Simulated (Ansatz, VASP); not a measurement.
# AlIn in two plane-wave programs, part 2 of 2

Aim: how closely do two programs agree when they are given the same cell, functional and k mesh? The cell is generated by rule, not measured, and may not be a known phase. The cell is taken from a series of runs on this material, whose earlier steps may have relaxed, scaled, displaced or heated it; both programs get it as it stands.

VASP 6.6.1 and Ansatz 0.2.0.

So far: The starting structure; VASP: zone-centre phonons, PBEsol.

The structure was built from a prototype and need not be the compound's stable phase.

## Step 3: Ansatz: zone-centre phonons, PBEsol

Level of this step: Ansatz beside VASP: Kohn-Sham DFT, plane waves, PBEsol (Ansatz).

Ansatz runs on its default PAW (the set named soft_2) files.

The same cell, functional, mesh and smearing now go to Ansatz, which takes its cutoff from its data sets.

input.yaml

```yaml
crystal:
  lattice:
    - [3.1604792028, 0.0, 0.0]
    - [0.0, 3.1604792028, 0.0]
    - [0.0, 0.0, 8.4207975674]
  atoms:
    - { symbol: Al, position: [0.0, 0.5, 0.5997399676] }
    - { symbol: Al, position: [0.5, 0.0, 0.4002600324] }
    - { symbol: In, position: [0.5, 0.0, 0.8516330108] }
    - { symbol: In, position: [0.0, 0.5, 0.1483669892] }
kpoints:
  mp_grid: { grid: [14, 14, 6] }
hamiltonian:
  xc: pbesol
scf:
  occupations: { method: methfessel_paxton, width: 0.2 }
output:
  eigenvalues: true
phonons:
  method: dfpt
```

The run is started by

```bash
$ ansatz run input.yaml --threads 4 --pin off --max-ram 7168MiB --backend cpu --events-out ev --progress --plain --runs-dir out
```

Numbers of over 12 decimals in the logs are rounded to 6 here.

The log of the run:

```text
zone centre: on kpoints.mp_grid the ground state, and the responses unless they are solved on pairs of k-points, stand on 256 of the mesh's 1176 k-points, reduced under 4 symmetry operations, with k and −k counted as one. Each operation leaves every solved displacement unchanged or reverses it
Engine: ansatz 0.2.0, x86_64-unknown-linux-gnu
Pseudopotentials: kind: paw
Pseudopotential: Al, paw, valence charge 3, recommended cutoff 420 eV (normal), Al.paw.azcp
Pseudopotential: In, paw, valence charge 13, recommended cutoff 420 eV (normal), In.paw.azcp
Functional definition: PBEsol
  exchange = pbesol_x
  correlation = pbesol_c
Crystal: 4 atoms, lattice volume = 84.112 Å³
Basis set: ecut = 420 eV, 1653 PW (Γ), exchange–correlation on 48×48×120 points (8 copies of the dense FFT grid, shifted against one another)
Bands: 20, of which v1, the nominal top of the filled ones, is band 16 counted from 1 (15 counted from 0)
Symmetry: 16 space group operations
k-points: 256 of 1176 (irreducible under 4 space group operations, time reversal used)
Non-local potential: Al, projectors of the file, l = 0: 2, l = 1: 2, l = 2: 1
Non-local potential: In, projectors of the file, l = 0: 2, l = 1: 2, l = 2: 2, l = 3: 2
PAW form: soft (Blöchl's): semilocal exchange-correlation on the pseudo side does not see the compensation charge
PAW frozen core: Al, regenerated for the run's functional, and the local potential with it (the file was generated under x = pbe(κ = 0.804, μ = 0.219515), c = pbe(β = 0.066725))
PAW frozen core: In, regenerated for the run's functional, and the local potential with it (the file was generated under x = pbe(κ = 0.804, μ = 0.219515), c = pbe(β = 0.066725))
PAW one-centre angular grid: Al, 110 points (default); XC on 64 Gauss nodes
PAW one-centre angular grid: In, 590 points (default); XC on 64 Gauss nodes
Initial density: superposition of atomic densities (neutral atoms: chi_scale 0, normalization atom), corrected by the library's trained network
Initial wavefunctions: pseudopotential atomic-orbital guess
Functional: x = pbesol(κ = 0.804, μ = 0.123457), c = pbesol(β = 0.046)
SCF iter   1: F=—  HF=-12099.521083 eV  |F-HF|=—  |Δ(HF+E_count)|=         —  Δρ=2.54e-3  dr2=1.23e-2  ethr=1.77e-3  ⟨swp⟩=6.9  Hψ=57957  notcnv=0  defer=6
automatic band count: the SCF goes on with 24 bands, as 20 were too few: the levels above may hold too much charge
preconditioner: auto → Kerker (q_TF=auto, 2.322 Å⁻¹)  [metal: Δε(μ)=0.018 eV  Ē_g=14.675 eV  σ=0.200 eV  W_gap=0.08  n_scr=18 (ndim 8)  ℏωp=22.9 eV  f_vac=0.000  D(μ)=1.33/eV (n_scr^D=4)]
SCF iter   2: F=—  HF=-12099.516092 eV  |F-HF|=—  |Δ(HF+E_count)|=   4.99e-3  S|Δr|=    0.00e0  Δρ=1.55e-3  dr2=4.92e-3  ethr=3.83e-5  ⟨swp⟩=1.0  Hψ=8217  notcnv=0  defer=7
SCF iter   3: F=—  HF=-12099.515201 eV  |F-HF|=—  |Δ(HF+E_count)|=   8.91e-4  S|Δr|=    0.00e0  Δρ=8.59e-4  dr2=6.75e-4  ethr=1.54e-5  ⟨swp⟩=2.0  Hψ=8954  notcnv=0  defer=7
SCF iter   4: F=—  HF=-12099.515012 eV  |F-HF|=—  |Δ(HF+E_count)|=   1.89e-4  S|Δr|=    0.00e0  Δρ=1.69e-4  dr2=1.16e-4  ethr=2.11e-6  ⟨swp⟩=2.0  Hψ=8240  notcnv=0  defer=7
SCF iter   5: F=—  HF=-12099.514998 eV  |F-HF|=—  |Δ(HF+E_count)|=   1.46e-5  S|Δr|=    0.00e0  Δρ=1.01e-4  dr2=1.22e-5  ethr=3.63e-7  ⟨swp⟩=1.6  Hψ=5915  notcnv=0  defer=7
SCF iter   6: F=—  HF=-12099.514995 eV  |F-HF|=—  |Δ(HF+E_count)|=   2.99e-6  S|Δr|=    0.00e0  Δρ=3.41e-5  dr2=1.05e-6  ethr=3.80e-8  ⟨swp⟩=2.3  Hψ=9317  notcnv=0  defer=7
SCF iter   7: F=—  HF=-12099.514995 eV  |F-HF|=—  |Δ(HF+E_count)|=   9.05e-7  S|Δr|=    0.00e0  Δρ=2.50e-6  dr2=5.18e-9  ethr=3.29e-9  ⟨swp⟩=2.0  Hψ=8762  notcnv=0  defer=7
SCF iter   8: F=—  HF=-12099.514995 eV  |F-HF|=—  |Δ(HF+E_count)|=  8.53e-10  S|Δr|=    0.00e0  Δρ=1.16e-6  dr2=1.22e-9  ethr=1.62e-11  ⟨swp⟩=2.7  Hψ=10213  notcnv=0  defer=7
SCF iter   9: F=—  HF=-12099.514995 eV  |F-HF|=—  |Δ(HF+E_count)|=  4.04e-10  S|Δr|=    0.00e0  Δρ=1.63e-7  dr2=2.45e-11  ethr=3.80e-12  ⟨swp⟩=2.0  Hψ=8661  notcnv=0  defer=7
SCF iter  10: F=-12099.514995 eV  HF=-12099.514995 eV  |F-HF|=7.28e-12  |Δ(HF+E_count)|=  1.27e-11  S|Δr|=    0.00e0  Δρ=1.90e-8  dr2=5.12e-13  ethr=1.00e-12  ⟨swp⟩=9.2  Hψ=30843  notcnv=0
SCF 1 converged in 10 iterations: F = -12099.514995 eV  dr2 = 5.12e-13
  greatest PAW one-centre occupation: 0.981 electrons in one spin orbital (limit 2), on the In atom at site 3 (counted from 0), in its partial waves of l = 2
DFPT response loops at Γ: preconditioner auto → Kerker (q_TF=auto, 2.322 Å⁻¹) (partly filled bands, converged f_vac=0.000); β = 1.00, the filter's whole step (`scf.mixing.beta` (0.50) is not read by the response loops under this deck's `scf.mixing.preconditioner`; to damp them name `kerker` or `kerker_dos`, under which they read `scf.mixing.beta`, and type it under 1.00, their step now; both keys bind the ground state too); Broyden in place of MSR1
SCF converged after 10 iterations
Stability not checked: this state was not tested for a lower state beside it, because cold or Methfessel-Paxton smearing, or corrected tetrahedra, fill the levels in a way that the test cannot read (fill_not_monotonic; see scf.lower_state_search)
Free energy (F): -12099.514995 eV
Harris-Foulkes:  -12099.514995 eV  (|F-HF|=7.28e-12)
Internal energy: -12099.518466 eV  (E = F + TS)
E sigma→0 (E₀):  -12099.515863 eV
Entropy (-TS):   0.003471 eV (0.868 meV/atom)
Fermi energy:    9.515573 eV
--- Per-component energies (eV) ---
  E_band       = -36.064311
  E_kinetic    = 528.628294
  E_local      = -2974.187814  (includes V_loc(G=0)·N_el)
  E_nonlocal   = 756.155697
  E_hartree    = 1259.025501
  E_xc         = -506.653145
  E_vxc        = -258.932020  (∫ρ·V_xc dr)
  E_paw        = -9072.958960  (= ΣΔE_a)
  E_vpaw       = -605.779480  (= ΣTr[D̂ρ^β])
  E_aug_tail   = 0.000046  (compensation charges beyond the density's cutoff)
  E_ewald      = -2090.038169
  E_core_change = 0.510083  (= ΣΔE_core)
  E_smearing   = 0.003471  (= −TS)
  E_closure    = 0.000000  (closes the sum)
  Σ components = -12099.514995   (vs F -12099.514995, Δ=0.00e0)
--- Band table (eV; the first three rows and the last of 256) ---
  k-point 0: bands = [... 12 lower, 1.4437, 7.5258, 8.5464, 13.0800, 13.0800, 14.2126, 15.7448, 15.7448, ... 4 higher]
  k-point 1: bands = [... 12 lower, 2.1682, 6.5699, 9.6022, 13.1164, 13.1164, 14.2131, 15.2098, 15.2098, ... 4 higher]
  k-point 2: bands = [... 12 lower, 3.0720, 5.3551, 11.1114, 13.2015, 13.2015, 14.2142, 14.5043, 14.7698, ... 4 higher]
  k-point 255: bands = [... 12 lower, 7.2285, 7.2285, 7.6026, 7.6026, 8.4282, 8.4282, 11.0055, 11.0055, ... 4 higher]
--- Phonons (Γ-DFPT): 4 representative perturbations + reference, on 256 of 1176 k-points (Σ response iterations 12) ---
  k mesh reduced under 4 symmetry operations, with k and −k counted as one. Each operation leaves every solved displacement unchanged or reverses it
  ASR residual: 1.858e-5 → 0.000e0 eV/Å²; symmetrization residual: 3.431e-6 eV/Å²
  ASR residual per site (eV/Å²): 1.03e-5 1.03e-5 1.86e-5 1.86e-5
  Γ frequencies (cm⁻¹): 0.00 0.00 0.00 33.00 33.00 70.17 70.17 102.42 147.09 201.11 201.11 268.00
  non-analytic LO–TO correction: not included (Born effective charges unavailable; polar crystals: no LO–TO splitting at Γ)
```

In the SCF lines HF is the Harris–Foulkes energy and dr2 the Hartree energy of the density residual, in eV; the loop may stop once dr2 is under the threshold and the program's other checks hold. Hψ counts applications of the Hamiltonian.

## Step 4: Differences

Known differences besides the potentials themselves: the cutoff is 420 eV in Ansatz and 500 eV in VASP; Ansatz makes its cores anew for this functional, VASP keeps those of its PBE data sets. Total energies have different zeros and are not compared.

The two programs side by side:

```
                  quantity  Ansatz   VASP  difference
optical mode 1 to 2 (cm⁻¹)    33.0   36.6        -3.6
optical mode 3 to 4 (cm⁻¹)    70.2   70.9     -0.97 %
     optical mode 5 (cm⁻¹)   102.4  103.3     -0.87 %
     optical mode 6 (cm⁻¹)   147.1  147.8     -0.45 %
optical mode 7 to 8 (cm⁻¹)   201.1  202.0     -0.43 %
     optical mode 9 (cm⁻¹)   268.0  268.3     -0.12 %
```

Modes are paired by rising frequency, not by their patterns, so a pair may set unlike modes beside each other; they are those without the splitting of longitudinal modes.

## Step 5: Results

```yaml
r_m_s_difference_of_the_optical_zone_centre_modes_each_program_s_sorted_by_frequency_zone_centre_phonons_pbesol: 1.8 cm⁻¹
difference_in_optical_mode_3_to_4_zone_centre_phonons_pbesol: -1.0 %
```

**Reading.** The r.m.s. difference of the optical zone-centre modes, each program's sorted by frequency is 1.8 cm⁻¹ (zone-centre phonons, PBEsol). Among the rows given in per cent, the largest difference of the zone-centre phonons, PBEsol pair is in optical mode 3 to 4, -1.0 %. Such differences can come from data sets, numerical settings and the points named under the comparisons, not from the functional's error against experiment.

[Lines on the potential files, build, host, timing and source positions are cut from VASP's logs without a mark.]

[Logs are printed without paths, hosts, clocks, repeated set-up lines and the standing remarks that a program may print on its own settings, such as how far it seeks lower states.]

[Hosts, paths, dates, database ids (printed as entryN), source tags and the programs' standing remarks are cut or masked in the printed files.]
